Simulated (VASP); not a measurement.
# WC (Fm-3m) in VASP: settings compared

Aim: see how the results for WC move with the level of theory and the settings. Levels: LDA, PBE. Tasks: relaxation of cell and atoms, single point.

Everything below comes from runs of VASP 6.6.1. Logs are shortened: lines on timing, memory, paths and dates and some standing lists are left out, and cuts for length are marked.

## 1. The crystal as given

It takes space group Fm-3m (No. 225, cubic). The conventional cell has a = 4.385 Å, b = 4.385 Å, c = 4.385 Å, α = 90.00°, β = 90.00°, γ = 90.00°. Around W (site symmetry m-3m) lie 6 C at 2.19 Å. C (site symmetry m-3m) is surrounded by 6 W at 2.19 Å.

Measurements of this composition are mostly on another form, of space group No. 187.

## 2. Relaxation of cell and atoms, LDA

Input file INCAR:

```
SYSTEM = WC
  PREC = Accurate
  ENCUT = 600
  EDIFF = 1E-6
  ISMEAR = -1
  SIGMA = 0.05
  LREAL = .FALSE.
  LASPH = .TRUE.
  NELM = 100
  ALGO = Normal
  ISIF = 3
  LWAVE = .FALSE.
  LCHARG = .FALSE.
  GGA = CA
  IBRION = 2
  NSW = 60
  EDIFFG = -0.01
```

Input file KPOINTS:

```
Automatic mesh
0
G
  8 8 8
  0 0 0
```

Input file POSCAR:

```
WC
1.0
    0.0000000000      2.1926840000      2.1926840000
    2.1926840000      0.0000000000      2.1926840000
    2.1926840000      2.1926840000      0.0000000000
W C
1 1
Direct
    0.0000000000      0.0000000000      0.0000000000
    0.5000000000      0.5000000000      0.5000000000
```

Potentials or basis: VASP PAW LDA potentials, release 64 (W_sv, C).

The run is started by

```sh
> cat potpaw_LDA.64/W_sv/POTCAR potpaw_LDA.64/C/POTCAR > POTCAR
> mpirun -np 1 vasp_std > vasp.out
```

OUTCAR:

```text
SYSTEM = WC
   PREC = Accurate
   ENCUT = 600
   EDIFF = 1E-6
   ISMEAR = -1
   LREAL = .FALSE.
   LASPH = .TRUE.
   NELM = 100
   ISIF = 3
   GGA = CA
   IBRION = 2
   NSW = 60
   EDIFFG = -0.01

 ion  position               nearest neighbor table
   1  0.000  0.000  0.000-   2 2.19   2 2.19   2 2.19   2 2.19   2 2.19   2 2.19
   2  0.500  0.500  0.500-   1 2.19   1 2.19   1 2.19   1 2.19   1 2.19   1 2.19

  LATTYP: Found a face centered cubic cell.
 ALAT       =     4.3853680000

  Lattice vectors:

 A1 = (   0.0000000000,   2.1926840000,   2.1926840000)
 A2 = (   2.1926840000,   0.0000000000,   2.1926840000)
 A3 = (   2.1926840000,   2.1926840000,   0.0000000000)

Analysis of symmetry for initial positions (statically):
=====================================================================
 Subroutine PRICEL returns:
 Original cell was already a primitive cell.

 Routine SETGRP: Setting up the symmetry group for a
 face centered cubic supercell.

 Subroutine GETGRP returns: Found 48 space group operations
 (whereof 48 operations were pure point group operations)
 out of a pool of 48 trial point group operations.

The static configuration has the point symmetry O_h .

Analysis of symmetry for dynamics (positions and initial velocities):
=====================================================================
 Subroutine PRICEL returns:
 Original cell was already a primitive cell.

 Routine SETGRP: Setting up the symmetry group for a
 face centered cubic supercell.

 Subroutine GETGRP returns: Found 48 space group operations
 (whereof 48 operations were pure point group operations)
 out of a pool of 48 trial point group operations.

The dynamic configuration has the point symmetry O_h .

 Subroutine INISYM returns: Found 48 space group operations
 (whereof 48 operations are pure point group operations),
 and found     1 'primitive' translations

----------------------------------------------------------------------------------------

                                     Primitive cell

  volume of cell :      21.0842

  direct lattice vectors                    reciprocal lattice vectors
     0.000000000  2.192684000  2.192684000    -0.228031034  0.228031034  0.228031034
     2.192684000  0.000000000  2.192684000     0.228031034 -0.228031034  0.228031034
     2.192684000  2.192684000  0.000000000     0.228031034  0.228031034 -0.228031034

  length of vectors
     3.100923451  3.100923451  3.100923451     0.394961337  0.394961337  0.394961337

  position of ions in fractional coordinates (direct lattice)
     0.000000000  0.000000000  0.000000000
     0.500000000  0.500000000  0.500000000

  ion indices of the primitive-cell ions
   primitive index   ion index
                 1           1
                 2           2

----------------------------------------------------------------------------------------

 KPOINTS: Automatic mesh

Automatic generation of k-mesh.
 Grid dimensions read from file:
 generate k-points for:    8    8    8

 Generating k-lattice:

  Cartesian coordinates                     Fractional coordinates (reciprocal lattice)
    -0.028503879  0.028503879  0.028503879     0.125000000  0.000000000  0.000000000
     0.028503879 -0.028503879  0.028503879     0.000000000  0.125000000  0.000000000
     0.028503879  0.028503879 -0.028503879     0.000000000  0.000000000  0.125000000

  Length of vectors
     0.049370167  0.049370167  0.049370167

  Shift w.r.t. Gamma in fractional coordinates (k-lattice)
     0.000000000  0.000000000  0.000000000

 Subroutine IBZKPT returns following result:
 ===========================================

 Found     29 irreducible k-points:

 Following reciprocal coordinates:
            Coordinates               Weight
  0.000000  0.000000  0.000000      1.000000
  0.125000  0.000000  0.000000      8.000000
  0.250000  0.000000  0.000000      8.000000
  0.375000  0.000000  0.000000      8.000000
  0.500000  0.000000  0.000000      4.000000
  0.125000  0.125000  0.000000      6.000000
[... 16 lines left out ...]
  0.500000  0.250000  0.125000     48.000000
 -0.375000  0.250000  0.125000     24.000000
 [... further k-points ...]
   k-points           NKPTS =     29   k-points in BZ     NKDIM =     29   number of bands    NBANDS=     13
   number of dos      NEDOS =    301   number of ions     NIONS =      2
   total plane-waves  NPLWV =  21952
   dimension x,y,z NGX =    28 NGY =   28 NGZ =   28
   dimension x,y,z NGXF=    56 NGYF=   56 NGZF=   56
   ions per type =               1   1
   NGX,Y,Z   is equivalent  to a cutoff of  15.01, 15.01, 15.01 a.u.
   NGXF,Y,Z  is equivalent  to a cutoff of  30.02, 30.02, 30.02 a.u.
 SYSTEM =  WC
   PREC   = accura    normal or accurate (medium, high low for compatibility)
   ISTART =      0    job   : 0-new  1-cont  2-samecut
   ICHARG =      2    charge: 1-file 2-atom 10-const
   ISPIN  =      1    spin polarized calculation?
   LNONCOLLINEAR =      F non collinear calculations
   LSORBIT =      F    spin-orbit coupling
   LASPH  =      T    aspherical Exc in radial PAW
   ENCUT  =  600.0 eV  44.10 Ry    6.64 a.u.   6.19  6.19  6.19*2*pi/ulx,y,z
   NELM   =    100;   NELMIN=  2; NELMDL= -5     # of ELM steps
   EDIFF  = 0.1E-05   stopping-criterion for ELM
   LREAL  =      F    real-space projection
   EDIFFG = -.1E-01   stopping-criterion for IOM
   NSW    =     60    number of steps for IOM
   IBRION =      2    ionic relax: 0-MD 1-quasi-New 2-CG
   NFREE  =      1    steps in history (QN), initial steepest desc. (CG)
   ISIF   =      3    stress and relaxation
   ISYM   =      2    0-nonsym 1-usesym 2-fastsym
   POTIM  = 0.5000    time-step for ionic-motion
   TEBEG  =    0.0;   TEEND  =   0.0 temperature during run
   PSTRESS=    0.0 pullay stress
   NELECT =      18.0000    total number of electrons
   NUPDOWN=      -1.0000    fix difference up-down
   EMIN   =  10.00;   EMAX   =-10.00  energy-range for DOS
   EFERMI =   0.00;   METHOD = LEGACY
   ISMEAR =    -1;   SIGMA  =   0.05  broadening in eV -4-tet -1-fermi 0-gaus
   EFERMI_NEDOS =   21; number of points for ismear=-14 and -15
   IALGO  =     38    algorithm
   IMIX   =      4    mixing-type and parameters
     AMIX     =   0.40;   BMIX     =  1.00
     AMIX_MAG =   1.60;   BMIX_MAG =  1.00
  volume/ion in A,a.u.               =      10.54        71.14
  Fermi-wavevector in a.u.,A,eV,Ry     =   1.553029  2.934800 32.815887  2.411900
  Thomas-Fermi vector in A             =   2.657319
   LORBIT       =      0    0 simple, 1 ext, 2 COOP (PROOUT), +10 PAW based schemes
   GGA     = CA    functional components
   LHFCALC =     F    Hartree Fock is set to
   AEXX    =    0.0000 exact exchange contribution
   IVDW    =     0    specifies the selected vdW correction
   LEPSILON=     F    determine dielectric tensor
   LRPA    =     F    only Hartree local field effects (RPA)
 conjugate gradient relaxation of ions
 non-spin polarized calculation
  energy-cutoff  :      600.00
  volume of cell :       21.08
 maximum number of plane-waves:       725
 NGX is ok and might be reduce to    28
   NGX = 13   NGY = 13   NGZ = 13

--------------------------------------- Ionic step        1  -------------------------------------------

 number of electron      18.0000001 magnetization

 Free energy of the ion-electron system (eV)
  ---------------------------------------------------
  ext. energy  EPLUGINS =         0.00000000
  ---------------------------------------------------
  free energy    TOTEN  =       -23.76663179 eV

  energy without entropy =      -23.75275739  energy(sigma->0) =      -23.75969459

------------------------ aborting loop because EDIFF is reached ----------------------------------------

  FORCE on cell =-STRESS in cart. coord.  units (eV):
  Direction    XX          YY          ZZ          XY          YZ          ZX
  --------------------------------------------------------------------------------------
  -------------------------------------------------------------------------------------
  Total       -1.7975397     -1.7975397     -1.7975397     -0.0000000     -0.0000000     -0.0000000
  in kB     -136.5937871   -136.5937871   -136.5937871     -0.0000000     -0.0000000     -0.0000000
  external PRESSURE =    -136.5937871 kB  Pullay stress =       0.0000000 kB
[... 93 lines left out ...]
  energy  without entropy=      -23.7867670769  energy(sigma->0) =      -23.79344327

--------------------------------------- Ionic step        4  -------------------------------------------

 number of electron      18.0000000 magnetization

 Free energy of the ion-electron system (eV)
  ---------------------------------------------------
  ext. energy  EPLUGINS =         0.00000000
  ---------------------------------------------------
  free energy    TOTEN  =       -23.80016554 eV

  energy without entropy =      -23.78683154  energy(sigma->0) =      -23.79349854

 E-fermi :  12.9837     XC(G=0): -14.0963

 val. band max:       12.9290394128   @ k =   0.5000   0.1250   0.0000
 cond. band min:      13.0126656051   @ k =   0.1250   0.1250   0.0000
 fundamental gap:      0.0836261923
 Fermi energy:        12.9837083011

 k-point     1 :       0.0000    0.0000    0.0000
  band No.  band energies     occupation
      1     -62.0812      2.00000
      2     -26.3293      2.00000
      3     -26.3293      2.00000
      4     -26.3293      2.00000
      5      -3.0779      2.00000
      6       9.9582      2.00000
      7       9.9582      2.00000
      8       9.9582      2.00000
      9      11.7604      2.00000
     10      11.7604      2.00000
     11      11.7604      2.00000
     12      11.8441      2.00000
     13      11.8441      2.00000
[... 353 lines left out ...]
 k-point    24 :      -0.3750    0.2500    0.1250
  band No.  band energies     occupation
      1     -62.0277      2.00000
      2     -26.9156      2.00000
      3     -26.5855      2.00000
      4     -26.4646      2.00000
      5       0.8739      2.00000
      6       4.1302      2.00000
      7       6.5683      2.00000
      8       6.7414      2.00000
      9      13.1707      0.04641
     10      13.3467      0.00141
     11      15.0338      0.00000
     12      19.4352      0.00000
     13      19.7134      0.00000

 [... further k-points ...]
[... 5 lines left out ...]
  --------------------------------------------------------------------------------------
  -------------------------------------------------------------------------------------
  Total       -0.0135586     -0.0135586     -0.0135586      0.0000000     -0.0000000      0.0000000
  in kB       -1.0686696     -1.0686696     -1.0686696      0.0000000     -0.0000000      0.0000000
  external PRESSURE =      -1.0686696 kB  Pullay stress =       0.0000000 kB
[... 17 lines left out ...]
  FREE ENERGIE OF THE ION-ELECTRON SYSTEM (eV)
  ---------------------------------------------------
  free  energy   TOTEN  =       -23.8001655384 eV

  energy  without entropy=      -23.7868315385  energy(sigma->0) =      -23.79349854

 reached required accuracy - stopping structural energy minimisation
```

Wall time 26 s (1 thread of Intel Xeon Platinum 8259CL at 2.50GHz (Skylake/Cascade Lake), shared host); peak memory 0.16 GiB.

Results:

| Property | Result |
| --- | --- |
| Free energy | -23.8002 eV |
| Relaxed volume | 10.16 Å³/atom |
| Relaxed cell | a = 3.063 Å, b = 3.063 Å, c = 3.063 Å, α = 60.00°, β = 60.00°, γ = 60.00° |
| Space group after relaxing (to 0.05 Å) | Fm-3m (No. 225) |
| Energy gained by relaxing | 16.8 meV/atom |
| Ionic steps | 4 |
| Pressure after relaxing | -0.1 GPa |

Step by step:
```tsv
step	energy change (eV)	largest force (eV/Å)	pressure (GPa)	volume (Å³)
1	0.0000	0.0000	-13.66	21.08
2	0.2203	0.0000	47.51	18.46
3	-0.0335	0.0000	-0.51	20.35
4	-0.0335	0.0000	-0.11	20.33
```

Final structure:
```cif
data_structure
_symmetry_space_group_name_H-M 'P 1'
_symmetry_Int_Tables_number 1
_cell_length_a 3.0634
_cell_length_b 3.0634
_cell_length_c 3.0634
_cell_angle_alpha 60.000
_cell_angle_beta 60.000
_cell_angle_gamma 60.000
_cell_volume 20.33
loop_
_atom_site_label
_atom_site_type_symbol
_atom_site_fract_x
_atom_site_fract_y
_atom_site_fract_z
_atom_site_occupancy
W1 W 0.00000 0.00000 0.00000 1
C1 C 0.50000 0.50000 0.50000 1
```

Levels at points of the mesh, in eV from the Fermi level:
```
           k point  band 5  band 6  band 7  band 8  band 9  band 10  band 11  band 12  band 13
(0.00, 0.00, 0.00)  -16.06   -3.03   -3.03   -3.03   -1.22    -1.22    -1.22    -1.14    -1.14
(0.50, 0.00, 0.00)  -11.14  -10.18   -6.95   -6.95    0.97     0.97     2.34     4.96     9.02
(0.50, 0.50, 0.00)  -13.83   -6.17   -5.70   -2.62   -2.62     0.78     2.27     2.27     5.69
```

Caveat: the bands computed are all filled at some k points, so no gap is given. The run has no spin-orbit coupling, so splittings on W are missing.

## 3. Single point, PBE

Input file INCAR:

```
SYSTEM = WC
  ALGO = Fast
  EDIFF = 1E-7
  ENCUT = 450
  GGA = PE
  ISIF = 2
  ISMEAR = 0
  LASPH = .True.
  LCHARG = .False.
  LREAL = .False.
  LWAVE = .False.
  NBANDS = 16
  NELM = 60
  PREC = Accurate
  SIGMA = 0.02
```

Input file KPOINTS:

```
k-points
0
Gamma
  4 4 4
  0 0 0
```

POSCAR is that of step 2.

Potentials or basis: VASP PAW PBE potentials, release 64 (W_sv_GW, C_GW).

The run is started by

```sh
> cat potpaw_PBE.64/W_sv_GW/POTCAR potpaw_PBE.64/C_GW/POTCAR > POTCAR
> mpirun -np 1 vasp_std > vasp.out
```

OUTCAR:

```text
SYSTEM = WC
   EDIFF = 1E-7
   ENCUT = 450
   GGA = PE
   ISIF = 2
   ISMEAR = 0
   LASPH = .True.
   LREAL = .False.
   NELM = 60
   PREC = Accurate

 ion  position               nearest neighbor table
   1  0.000  0.000  0.000-   2 2.19   2 2.19   2 2.19   2 2.19   2 2.19   2 2.19
   2  0.500  0.500  0.500-   1 2.19   1 2.19   1 2.19   1 2.19   1 2.19   1 2.19

  LATTYP: Found a face centered cubic cell.
 ALAT       =     4.3853680000

  Lattice vectors:

[... 324 lines left out ...]

  FORCE on cell =-STRESS in cart. coord.  units (eV):
  Direction    XX          YY          ZZ          XY          YZ          ZX
  --------------------------------------------------------------------------------------
  -------------------------------------------------------------------------------------
  Total       -0.5956578     -0.5956578     -0.5956578      0.0000000     -0.0000000      0.0000000
  in kB      -45.2636228    -45.2636228    -45.2636228      0.0000000     -0.0000000      0.0000000
  external PRESSURE =     -45.2636228 kB  Pullay stress =       0.0000000 kB

 VOLUME and BASIS-vectors are now :
 -----------------------------------------------------------------------------
  energy-cutoff  :      450.00
  volume of cell :       21.08
      direct lattice vectors                 reciprocal lattice vectors
     0.000000000  2.192684000  2.192684000    -0.228031034  0.228031034  0.228031034
     2.192684000  0.000000000  2.192684000     0.228031034 -0.228031034  0.228031034
     2.192684000  2.192684000  0.000000000     0.228031034  0.228031034 -0.228031034

 POSITION                                       TOTAL-FORCE (eV/Angst)
 -----------------------------------------------------------------------------------
      0.00000      0.00000      0.00000         0.000000     -0.000000      0.000000
      2.19268      2.19268      2.19268        -0.000000      0.000000      0.000000
 -----------------------------------------------------------------------------------
    total drift:                                0.000000     -0.000000     -0.000000

  FREE ENERGIE OF THE ION-ELECTRON SYSTEM (eV)
  ---------------------------------------------------
  free  energy   TOTEN  =       -23.7607278365 eV

  energy  without entropy=      -23.7594028018  energy(sigma->0) =      -23.76006532
```

It used 5.4 s of CPU time on 1 thread of Intel(R) Xeon(R) Platinum 8488C (Sapphire Rapids), on a shared host, which was overloaded at the time.

Results:

* Free energy: -23.7607 eV
* Band gap on the k mesh: none (metal or under the smearing width)

Caveat: the k mesh is coarse (spacing up to 0.62 Å⁻¹), so the values aren't converged; the cutoff is under 1.25 times the usual one of these potentials, so pressure, stress and relaxed cells hold a basis-set (Pulay) error.
